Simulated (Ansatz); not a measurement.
The cell below belongs to a search over invented structures; it isn't taken from experiment.

Input and command of a plane-wave DFT calculation in Ansatz:

```yaml
crystal:
  lattice:
    - [-1.7965645738, 1.7965645738, 2.5411369768]
    - [1.7965645738, -1.7965645738, 2.5411369768]
    - [1.7965645738, 1.7965645738, -2.5411369768]
  atoms:
    - { symbol: Gd, position: [0.301735875, 0.301735875, 0.0], spin: 7.55 }
    - { symbol: "N", position: [0.801735875, 0.801735875, 0.0] }
basis:
  ecutwfc: 420
kpoints:
  mp_grid: { grid: [18, 18, 18] }
hamiltonian:
  xc: pbe
scf:
  occupations: { method: gaussian, width: 0.1 }
output:
  forces: true
  stress: true
  eigenvalues: true
  populations: true
  write_density: true
  write_potential: true
  elf: true
  volumetric_format: npy
magnetization:
  spin_polarized: true
relax:
  adjacent_minimum: "off"
  f_tol: 0.01
  max_steps: 30
  cell: { stress_tol: 0.1, fix: [volume] }
```

```bash
ansatz run input.yaml --threads 1 --pin off --max-ram 2560MiB --backend cpu --events-out ev --progress --plain --runs-dir out
```

Processor: Intel(R) Xeon(R) Platinum 8259CL CPU @ 2.50GHz (Skylake/Cascade Lake), 1 thread, on a host shared with other jobs.

Problem. Estimate time, memory and problem size.

Solution. About 90 s, peak memory 0.82 GiB. It solves 20 bands at 480 k points (after reduction by symmetry) with about 645 plane waves, in 16 SCF iterations over 2 ionic steps.
